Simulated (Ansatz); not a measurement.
# SiW3: from a guess to a relaxed structure, part 1 of 2

Aim: relax a trial structure of SiW3 and see where it ends.

Program: Ansatz 0.2.0. Level of theory: DFT PBE, scalar-relativistic, plane waves, PAW. These are calculated values, not measurements.

2 further runs of the same task are left out: 1 that didn't finish, 1 set aside as unsound or not needed.

## (1) Starting point

Symmetry: Fm-3m, No. 225, cubic system. The conventional cell has a = 6.292 Å, b = 6.292 Å, c = 6.292 Å, α = 90.00°, β = 90.00°, γ = 90.00°. Si (site symmetry m-3m) is surrounded by 8 W at 2.72 Å. Around W (site symmetry -43m) lie 4 Si at 2.72 Å and 4 W at 2.72 Å. W (site symmetry m-3m) is surrounded by 8 W at 2.72 Å.

As a file:

```cif
data_structure
_symmetry_space_group_name_H-M 'Fm-3m'
_symmetry_Int_Tables_number 225
_cell_length_a 6.2920
_cell_length_b 6.2920
_cell_length_c 6.2920
_cell_angle_alpha 90.000
_cell_angle_beta 90.000
_cell_angle_gamma 90.000
_cell_volume 249.09
loop_
_atom_site_label
_atom_site_type_symbol
_atom_site_symmetry_multiplicity
_atom_site_Wyckoff_symbol
_atom_site_fract_x
_atom_site_fract_y
_atom_site_fract_z
_atom_site_occupancy
Si1 Si 4 a 0.00000 0.00000 0.00000 1
W1 W 8 c 0.25000 0.75000 0.75000 1
W2 W 4 b 0.50000 0.00000 0.00000 1
```

The cell is invented: species swapped into a database cell of VW3 (Fm-3m, No. 225), with Si on the V sites. Lengths come from tabulated atomic sizes and are only a guess.

## (2) The guess as it stands, on a coarse mesh

input.yaml

```yaml
crystal:
  lattice:
    - [0.0, 3.14599411, 3.14599411]
    - [3.14599411, 0.0, 3.14599411]
    - [3.14599411, 3.14599411, 0.0]
  atoms:
    - { symbol: Si, position: [0.0, 0.0, 0.0] }
    - { symbol: W, position: [0.25, 0.25, 0.25] }
    - { symbol: W, position: [0.75, 0.75, 0.75] }
    - { symbol: W, position: [0.5, 0.5, 0.5] }
basis:
  ecutwfc: 420
kpoints:
  mp_grid: { grid: [6, 6, 6] }
hamiltonian:
  xc: pbe
scf:
  occupations: { method: gaussian, width: 0.1 }
  lower_state_search: "off"
output:
  forces: true
  stress: true
  eigenvalues: true
```

Started as:

```console
> ansatz run input.yaml --threads 1 --pin off --max-ram 2048MiB --backend cpu --events-out ev --progress --plain --runs-dir out
```

Log, shortened:

```text
Warning: RAYON_NUM_THREADS=1 ignored (pool sized by the plan → 1); use --threads N
[...]
Pseudopotentials: kind: paw
Pseudopotential: Si, paw, valence charge 4, recommended cutoff 420 eV (normal), Si.paw.azcp
Pseudopotential: W, paw, valence charge 14, recommended cutoff 420 eV (normal), W.paw.azcp
Functional definition: PBE
[...]
Crystal: 4 atoms, lattice volume = 62.274 Å³
Basis set: ecut = 420 eV, 1243 PW (Γ), exchange–correlation on 60×60×60 points (8 copies of the dense FFT grid, shifted against one another)
Bands: 28, of which v1, the nominal top of the filled ones, is band 23 counted from 1 (22 counted from 0)
Symmetry: 48 space group operations
Space group: Fm-3m (ITA 225), of the structure as read, at distance tolerance 4.0e-5 Å
k-points: 16 of 216
[...]
SCF iter   1: F=—  HF=-31789.504293 eV  |F-HF|=—  |Δ(HF+E_count)|=         —  Δρ=3.08e-3  dr2=1.89e-3  ethr=1.77e-3  ⟨swp⟩=5.1  Hψ=1898  notcnv=0
[...]
SCF iter   6: F=-31789.504820 eV  HF=-31789.504820 eV  |F-HF|=7.79e-10  |Δ(HF+E_count)|=   4.46e-9  Δρ=1.77e-6  dr2=1.76e-9  ethr=1.40e-10  ⟨swp⟩=4.6  Hψ=1587  notcnv=0
[...]
SCF converged after 6 iterations
Free energy (F): -31789.504820 eV
[...]
E sigma→0 (E₀):  -31789.496907 eV
Entropy (-TS):   -0.015826 eV (-3.957 meV/atom)
Fermi energy:    19.522906 eV
[...]
--- Forces (eV/Å), atoms counted from 1 ---
  atom   1  Si    -0.00000000     0.00000000    -0.00000000
  atom   2  W     -0.00000000     0.00000000    -0.00000000
  atom   3  W      0.00000000    -0.00000000    -0.00000000
  atom   4  W      0.00000000    -0.00000000     0.00000000
[...]
--- Stress (GPa, compression-positive) ---
       -5.613809       0.000000       0.000000
        0.000000      -5.613809       0.000000
       -0.000000      -0.000000      -5.613809
  P = ⅓ Tr σ = -5.6138 GPa (-56.138 kbar)
--- Band table (eV; the first three rows and the last of 16) ---
[...]
```

Run time: 1.4 s. Hardware: 1 thread of Arm Neoverse V2, shared host; peak memory 0.31 GiB.

Read-out: pressure -5.6 GPa, largest force 0.00 eV/Å, gap on this mesh none (metal). A cheap, loose relaxation comes first.

## (3) Rough relaxation on the coarse mesh

input.yaml, as its differences from that of step 2:

```diff
@@ -23 +23,6 @@
   eigenvalues: true
+relax:
+  adjacent_minimum: "off"
+  f_tol: 0.04
+  max_steps: 70
+  cell: { stress_tol: 0.4 }
```

Started as:

```console
> ansatz run input.yaml --threads 1 --pin off --max-ram 2048MiB --backend cpu --events-out ev --progress --plain --runs-dir out
```

Log:

```text
Warning: RAYON_NUM_THREADS=1 ignored (pool sized by the plan → 1); use --threads N
Engine: ansatz 0.2.0, aarch64-unknown-linux-gnu
[... 4 set-up lines as earlier in the session ...]
  parameter kappa = 0.804
  parameter beta = 0.06672455060314922
  exchange = pbe_x(kappa = kappa, mu = beta*pi^2/3)
  correlation = pbe_c(beta = beta)
Crystal: 4 atoms, lattice volume = 62.274 Å³
Basis set: ecut = 420 eV, 1243 PW (Γ), exchange–correlation on 60×60×60 points (8 copies of the dense FFT grid, shifted against one another)
Bands: 28, of which v1, the nominal top of the filled ones, is band 23 counted from 1 (22 counted from 0)
[... 2 set-up lines as earlier in the session ...]
k-points: 16 of 216
Non-local potential: Si, projectors of the file, l = 0: 2, l = 1: 2, l = 2: 2
Non-local potential: W, projectors of the file, l = 0: 3, l = 1: 2, l = 2: 2, l = 3: 1
PAW form: soft (Blöchl's): semilocal exchange-correlation on the pseudo side does not see the compensation charge
PAW one-centre angular grid: Si, 110 points (default); XC on 64 Gauss nodes
PAW one-centre angular grid: W, 590 points (default); XC on 64 Gauss nodes
Initial density: superposition of atomic densities (neutral atoms: chi_scale 0, normalization atom), corrected by the library's trained network
Initial wavefunctions: pseudopotential atomic-orbital guess
Functional: x = pbe(κ = 0.804, μ = 0.2195149727645171), c = pbe(β = 0.06672455060314922)
SCF iter   1: F=—  HF=-31789.504293 eV  |F-HF|=—  |Δ(HF+E_count)|=         —  Δρ=3.08e-3  dr2=1.89e-3  ethr=1.77e-3  ⟨swp⟩=5.1  Hψ=1898  notcnv=0
preconditioner: auto → Kerker (q_TF=auto, 2.594 Å⁻¹)  [metal: Δε(μ)=0.057 eV  Ē_g=5.450 eV  σ=0.100 eV  W_gap=0.30  n_scr=14 (ndim 8)  ℏωp=22.1 eV  f_vac=0.000  D(μ)=3.14/eV (n_scr^D=26)]
SCF iter   2: F=—  HF=-31789.504553 eV  |F-HF|=—  |Δ(HF+E_count)|=   2.60e-4  Δρ=1.64e-3  dr2=3.97e-4  ethr=4.12e-6  ⟨swp⟩=2.0  Hψ=909  notcnv=0
SCF iter   3: F=—  HF=-31789.504827 eV  |F-HF|=—  |Δ(HF+E_count)|=   2.74e-4  Δρ=4.81e-4  dr2=4.86e-5  ethr=8.63e-7  ⟨swp⟩=1.0  Hψ=437  notcnv=0
SCF iter   4: F=—  HF=-31789.504820 eV  |F-HF|=—  |Δ(HF+E_count)|=   6.59e-6  Δρ=5.13e-5  dr2=7.36e-7  ethr=1.06e-7  ⟨swp⟩=2.6  Hψ=643  notcnv=0
iter 5 did not close the SCF: its close was put off for the readings that it lacked (scf_convergence_deferred on its scf_iter line)
SCF iter   5: F=-31789.504820 eV  HF=-31789.504820 eV  |F-HF|=4.68e-8  |Δ(HF+E_count)|=   3.33e-7  Δρ=9.24e-6  dr2=6.49e-8  ethr=1.60e-9  ⟨swp⟩=2.2  Hψ=581  notcnv=0
SCF iter   6: F=-31789.504820 eV  HF=-31789.504820 eV  |F-HF|=8.11e-10  |Δ(HF+E_count)|=   4.82e-9  Δρ=1.77e-6  dr2=1.77e-9  ethr=1.41e-10  ⟨swp⟩=4.6  Hψ=1581  notcnv=0
SCF 1 converged in 6 iterations: F = -31789.504820 eV  dr2 = 1.77e-9
relax step   1: F+E_penalty+E_count = -31789.50482031 eV  Δ(F+E_penalty+E_count) = +0.000e0 eV  max|allowed force component| = 4.626e-18 eV/Å  Δτ_max = 0.0000 Å  P = -5.614 GPa  Ω = 62.274 Å³  (6 SCF iters, dr2 threshold 1.00e-7 eV, accepted)
Crystal: 4 atoms, lattice volume = 58.179 Å³
Basis set: ecut = 420 eV, 1139 PW (Γ), exchange–correlation on 60×60×60 points (8 copies of the dense FFT grid, shifted against one another)
Initial density: handed on by an earlier stage of this run
Initial wavefunctions: those handed on with the density
iter 1 solved again at ethr=2.97e-6 eV; its pass at ethr=3.10e-3 eV (dr2=1.37e-3 eV) is discarded
SCF iter   1: F=—  HF=-31789.423416 eV  |F-HF|=—  |Δ(HF+E_count)|=         —  Δρ=2.28e-3  dr2=1.40e-3  ethr=2.97e-6  ⟨swp⟩=2.0  Hψ=2685  notcnv=0
preconditioner: auto → Kerker (q_TF=auto, 2.624 Å⁻¹)  [metal: Δε(μ)=0.059 eV  Ē_g=5.831 eV  σ=0.100 eV  W_gap=0.31  n_scr=14 (ndim 8)  ℏωp=22.8 eV  f_vac=0.000  D(μ)=3.34/eV (n_scr^D=26)]
SCF iter   2: F=—  HF=-31789.423443 eV  |F-HF|=—  |Δ(HF+E_count)|=   2.66e-5  Δρ=1.33e-3  dr2=3.88e-4  ethr=2.97e-6  ⟨swp⟩=1.8  Hψ=616  notcnv=0
SCF iter   3: F=—  HF=-31789.423492 eV  |F-HF|=—  |Δ(HF+E_count)|=   4.95e-5  Δρ=3.01e-4  dr2=5.79e-5  ethr=8.44e-7  ⟨swp⟩=2.0  Hψ=684  notcnv=0
SCF iter   4: F=—  HF=-31789.423485 eV  |F-HF|=—  |Δ(HF+E_count)|=   6.66e-6  Δρ=8.42e-5  dr2=2.93e-6  ethr=1.26e-7  ⟨swp⟩=2.0  Hψ=595  notcnv=0
SCF iter   5: F=-31789.423485 eV  HF=-31789.423485 eV  |F-HF|=1.99e-8  |Δ(HF+E_count)|=   6.46e-7  Δρ=9.18e-6  dr2=3.78e-8  ethr=8.70e-10  ⟨swp⟩=6.4  Hψ=1883  notcnv=0
SCF 2 converged in 5 iterations: F = -31789.423485 eV  dr2 = 3.78e-8
relax step   2: F+E_penalty+E_count = -31789.42348475 eV  Δ(F+E_penalty+E_count) = +8.134e-2 eV  max|allowed force component| = 1.677e-17 eV/Å  Δτ_max = 0.0000 Å  P = +13.276 GPa  Ω = 58.179 Å³  energy of the carried Pulay correction = +1.590e-3 eV  (5 SCF iters, dr2 threshold 4.00e-7 eV, rejected (line search))
Crystal: 4 atoms, lattice volume = 60.998 Å³
iter 1 solved again at ethr=1.43e-6 eV; its pass at ethr=3.10e-3 eV (dr2=6.60e-4 eV) is discarded
SCF iter   1: F=—  HF=-31789.529896 eV  |F-HF|=—  |Δ(HF+E_count)|=         —  Δρ=1.56e-3  dr2=6.58e-4  ethr=1.43e-6  ⟨swp⟩=2.2  Hψ=2615  notcnv=0
preconditioner: auto → Kerker (q_TF=auto, 2.603 Å⁻¹)  [metal: Δε(μ)=0.072 eV  Ē_g=5.566 eV  σ=0.100 eV  W_gap=0.38  n_scr=14 (ndim 8)  ℏωp=22.3 eV  f_vac=0.000  D(μ)=3.22/eV (n_scr^D=26)]
SCF iter   2: F=—  HF=-31789.529925 eV  |F-HF|=—  |Δ(HF+E_count)|=   2.94e-5  Δρ=9.14e-4  dr2=1.84e-4  ethr=1.43e-6  ⟨swp⟩=1.8  Hψ=639  notcnv=0
SCF iter   3: F=—  HF=-31789.529968 eV  |F-HF|=—  |Δ(HF+E_count)|=   4.22e-5  Δρ=2.14e-4  dr2=3.43e-5  ethr=4.00e-7  ⟨swp⟩=2.1  Hψ=707  notcnv=0
SCF iter   4: F=—  HF=-31789.529939 eV  |F-HF|=—  |Δ(HF+E_count)|=   2.84e-5  Δρ=6.15e-5  dr2=1.59e-6  ethr=7.45e-8  ⟨swp⟩=2.0  Hψ=543  notcnv=0
SCF iter   5: F=—  HF=-31789.529937 eV  |F-HF|=—  |Δ(HF+E_count)|=   2.36e-6  Δρ=7.25e-6  dr2=2.63e-8  ethr=3.45e-9  ⟨swp⟩=2.1  Hψ=632  notcnv=0
SCF iter   6: F=-31789.529937 eV  HF=-31789.529937 eV  |F-HF|=3.64e-12  |Δ(HF+E_count)|=   7.85e-9  Δρ=9.60e-7  dr2=3.05e-10  ethr=5.57e-12  ⟨swp⟩=5.0  Hψ=1570  notcnv=0
SCF 3 converged in 6 iterations: F = -31789.529937 eV  dr2 = 3.05e-10
relax step   3: F+E_penalty+E_count = -31789.52993690 eV  Δ(F+E_penalty+E_count) = -2.512e-2 eV  max|allowed force component| = 1.850e-17 eV/Å  Δτ_max = 0.0000 Å  P = -0.479 GPa  Ω = 60.998 Å³  energy of the carried Pulay correction = +4.839e-4 eV  (6 SCF iters, accepted)
Crystal: 4 atoms, lattice volume = 60.887 Å³
iter 1 solved again at ethr=8.18e-9 eV; its pass at ethr=3.10e-3 eV (dr2=3.76e-6 eV) is discarded
SCF iter   1: F=—  HF=-31789.530170 eV  |F-HF|=—  |Δ(HF+E_count)|=         —  Δρ=6.30e-5  dr2=1.32e-6  ethr=8.18e-9  ⟨swp⟩=3.0  Hψ=2374  notcnv=0
preconditioner: auto → Kerker (q_TF=auto, 2.604 Å⁻¹)  [metal: Δε(μ)=0.074 eV  Ē_g=5.575 eV  σ=0.100 eV  W_gap=0.39  n_scr=14 (ndim 8)  ℏωp=22.3 eV  f_vac=0.000  D(μ)=3.23/eV (n_scr^D=26)]
SCF iter   2: F=-31789.530146 eV  HF=-31789.530146 eV  |F-HF|=6.68e-9  |Δ(HF+E_count)|=   2.32e-5  Δρ=3.64e-5  dr2=3.38e-7  ethr=8.70e-10  ⟨swp⟩=2.9  Hψ=1661  notcnv=0
SCF 4 converged in 2 iterations: F = -31789.530146 eV  dr2 = 3.38e-7
relax step   4: F+E_penalty+E_count = -31789.53014641 eV  Δ(F+E_penalty+E_count) = -2.095e-4 eV  max|allowed force component| = 9.830e-18 eV/Å  Δτ_max = 0.0000 Å  P = -0.004 GPa  Ω = 60.887 Å³  energy of the carried Pulay correction = +5.263e-4 eV  (2 SCF iters, dr2 threshold 4.00e-7 eV, accepted)
Initial wavefunctions: pseudopotential atomic-orbital guess (no wavefunctions were taken with the density)
iter 1 solved again at ethr=2.47e-8 eV; its pass at ethr=3.10e-3 eV (dr2=1.14e-5 eV) is discarded
SCF iter   1: F=—  HF=-31789.529627 eV  |F-HF|=—  |Δ(HF+E_count)|=         —  Δρ=5.40e-5  dr2=5.53e-7  ethr=2.47e-8  ⟨swp⟩=3.2  Hψ=3267  notcnv=0
SCF iter   2: F=—  HF=-31789.529605 eV  |F-HF|=—  |Δ(HF+E_count)|=   2.18e-5  Δρ=2.96e-5  dr2=1.78e-7  ethr=1.20e-9  ⟨swp⟩=2.2  Hψ=715  notcnv=0
SCF iter   3: F=—  HF=-31789.529605 eV  |F-HF|=—  |Δ(HF+E_count)|=   2.26e-8  Δρ=3.24e-6  dr2=4.40e-9  ethr=3.87e-10  ⟨swp⟩=2.0  Hψ=669  notcnv=0
SCF iter   4: F=-31789.529605 eV  HF=-31789.529605 eV  |F-HF|=6.91e-11  |Δ(HF+E_count)|=   1.12e-9  Δρ=5.29e-7  dr2=1.17e-10  ethr=5.57e-12  ⟨swp⟩=5.7  Hψ=1619  notcnv=0
SCF 5 converged in 4 iterations: F = -31789.529605 eV  dr2 = 1.17e-10
relax step   5: F+E_penalty+E_count = -31789.52960523 eV  Δ(F+E_penalty+E_count) = +5.412e-4 eV  max|allowed force component| = 1.648e-17 eV/Å  Δτ_max = 0.0000 Å  P = -0.004 GPa  Ω = 60.887 Å³  stress off target by 3.99e-3 GPa  SCF on the basis re-selected at this cell (its energy is not comparable with the rows above)  (4 SCF iters)
basis re-selected at this cell: Δ(F+E_penalty+E_count) = +5.412e-4 eV, ΔP = +0.000 GPa vs the last step (what re-selecting the basis moved, of the pressure what is left beyond the Pulay correction that the steps carried, after the strain that the cell walked since its last selection, with what the two solves' SCF thresholds leave and, on support functions, any second-order correction that the steps lacked; it is no measure of the basis error at this ecutwfc). This SCF's stress stands 3.99e-3 GPa from its target on what of the cell is left free (relax.cell.stress_tol is 4.00e-1 GPa) and its largest allowed force component is 1.65e-17 eV/Å (relax.f_tol is 4.00e-2 eV/Å): within both
SCF converged after 4 iterations
Free energy (F): -31789.529605 eV
Harris-Foulkes:  -31789.529605 eV  (|F-HF|=6.91e-11)
Internal energy: -31789.513459 eV  (E = F + TS)
E sigma→0 (E₀):  -31789.521532 eV
Entropy (-TS):   -0.016147 eV (-4.037 meV/atom)
Fermi energy:    20.030432 eV
--- Per-component energies (eV) ---
  E_band       = -282.723130
  E_kinetic    = 1396.993666
  E_local      = -2231.394944  (includes V_loc(G=0)·N_el)
  E_nonlocal   = 26.909555
  E_hartree    = 834.363482
  E_xc         = -857.632143
  E_vxc        = -765.486637  (∫ρ·V_xc dr)
  E_paw        = -26200.913960  (= ΣΔE_a)
  E_vpaw       = -378.471859  (= ΣTr[D̂ρ^β])
  E_aug_tail   = -0.000163  (compensation charges beyond the density's cutoff)
  E_ewald      = -4757.838951
  E_smearing   = -0.016147  (= −TS)
  E_closure    = 0.000000  (closes the sum)
  Σ components = -31789.529605   (vs F -31789.529605, Δ=0.00e0)
--- Forces (eV/Å), atoms counted from 1 ---
  atom   1  Si     0.00000000    -0.00000000    -0.00000000
  atom   2  W      0.00000000    -0.00000000     0.00000000
  atom   3  W     -0.00000000     0.00000000    -0.00000000
  atom   4  W      0.00000000     0.00000000     0.00000000
  max |Σ_I F_I| component: 6.94e-18 eV/Å
--- Stress (GPa, compression-positive) ---
       -0.003987       0.000000       0.000000
        0.000000      -0.003987       0.000000
        0.000000       0.000000      -0.003987
  P = ⅓ Tr σ = -0.0040 GPa (-0.040 kbar)
--- Band table (eV; the first three rows and the last of 16) ---
  k-point 0: bands = ["-53.8872", "-53.4346", "-53.4247", "-18.3487", "-18.3487", "-18.3487", "-17.8668", "-17.8668", "-17.8668", "-17.4605", "-17.4605", "-17.4605", "8.6849", "15.2855", "15.2855", "15.4166", "15.4166", "15.4166", "18.0304", "18.0304", "18.0304", "20.1114", "21.8928", "21.8928", "21.8928", "22.9802", "22.9802", "23.9648"]
  k-point 1: bands = ["-53.8831", "-53.4366", "-53.4269", "-18.3755", "-18.3755", "-18.3714", "-17.8371", "-17.8371", "-17.7893", "-17.5196", "-17.4629", "-17.4629", "9.0858", "14.8060", "14.9769", "14.9769", "16.1710", "16.1710", "17.6265", "17.9355", "17.9355", "20.8874", "21.2151", "21.2151", "21.2827", "22.8210", "22.8210", "23.7567"]
  k-point 2: bands = ["-53.8748", "-53.4401", "-53.4321", "-18.4215", "-18.4215", "-18.3776", "-17.7860", "-17.7860", "-17.7123", "-17.5987", "-17.4669", "-17.4669", "10.1002", "13.8098", "15.0162", "15.0162", "16.7742", "17.0267", "17.0267", "17.9663", "17.9663", "19.8499", "20.0714", "20.0714", "22.3377", "22.5868", "22.5868", "22.9675"]
  k-point 15: bands = ["-53.8650", "-53.4440", "-53.4385", "-18.5618", "-18.4724", "-18.2842", "-17.9129", "-17.6218", "-17.6077", "-17.5761", "-17.5072", "-17.4913", "11.0605", "13.7807", "14.4369", "15.4623", "16.3355", "17.3621", "17.5457", "17.6293", "18.3312", "19.3041", "19.5829", "20.8133", "20.8769", "21.5283", "21.9402", "22.1510"]
--- Relaxed structure (4 steps of the walk, 3 accepted, 1 SCFs on fresh bases) ---
  F+E_penalty+E_count = -31789.52960523 eV   max|allowed force component| = 1.648e-17 eV/Å   (the final SCF, on the basis selected at the relaxed cell)
  cell:  # Å, volume = 60.8873 Å³
    - [-1.0827665484792462e-34, 3.1224753672769756, 3.1224753672769756]
    - [3.1224753672769756, 1.2738429231132327e-35, 3.1224753672769756]
    - [3.1224753672769756, 3.1224753672769756, -1.2101508578127024e-34]
  atoms:
    - { symbol: Si, position: [-1.5842674439992826e-36, 1.748672556112416e-36, 1.629105201848319e-36] }
    - { symbol: W, position: [0.25, 0.25, 0.25] }
    - { symbol: W, position: [0.7500000000000001, 0.7500000000000001, 0.7500000000000001] }
    - { symbol: W, position: [0.5, 0.5, 0.5] }
```

Run time: 6.8 s. Hardware: 1 thread of Arm Neoverse V2, shared host; peak memory 0.33 GiB.

The steps of the relaxation:

```
step  energy from step 1 (eV/cell)  largest force component (eV/Å)  pressure (GPa)  volume (Å³)
   1                        0.0000                          0.0000           -5.61        62.27
   2                        0.0813                          0.0000           13.28        58.18
   3                       -0.0251                          0.0000           -0.48        61.00
   4                       -0.0253                          0.0000            0.00        60.89
   5                       -0.0248                          0.0000            0.00        60.89
```

Step 1 is the start. Step 5 repeats the geometry before it on a plane-wave basis chosen anew for that cell, so its energy need not be comparable with the rows above. Step 2 was tried and not accepted.

Lengths and angles in the start's conventional setting:

|  | before | after | change |
| --- | --- | --- | --- |
| a (Å) | 6.292 | 6.245 | -0.7 % |
| b (Å) | 6.292 | 6.245 | -0.7 % |
| c (Å) | 6.292 | 6.245 | -0.7 % |
| volume (Å³/atom) | 15.57 | 15.22 | -2.2 % |
| shortest distance (Å) | 2.725 | 2.704 | -0.7 % |
| space group (0.01 Å) | Fm-3m | Fm-3m | same |

Forces and stress were held to the start's 48 operations: a distortion of lower symmetry was not tested.

(Continued in part 2 of 2.)
